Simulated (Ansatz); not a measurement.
The system is Hf.

```
Hf
1.0
     3.19670    0.00000    0.00000
    -1.59835    2.76842    0.00000
     0.00000    0.00000    5.05780
Hf
2
Direct
  0.66667 0.33333 0.75000
  0.33333 0.66667 0.25000
```

Base run:

| Item | Value |
| --- | --- |
| Program | Ansatz 0.2.0 |
| Functional | PBE |
| Dispersion | D4 |
| Potentials or basis | all-electron LAPW, scalar-relativistic |
| Cutoff | 213 eV (chosen from the basis error) |
| Basis error allowed | 0.001 eV/atom |
| k mesh | 10 × 10 × 5 |
| Occupations | methfessel-paxton, width 0.1 eV |
| Spin | no spin polarisation |

Its results: band gap on the k mesh none (metal or under the smearing width); pressure -1.0 GPa.

The run is repeated on the same cell with these changes: dispersion from D4 to none; occupations from methfessel-paxton, width 0.1 eV to gaussian, width 0.017 eV. What comes out?

Band gap on the k mesh none (metal or under the smearing width); pressure 0.6 GPa.

Caveats: pairwise dispersion overbinds metals, which lowers pressure and volume (some runs).
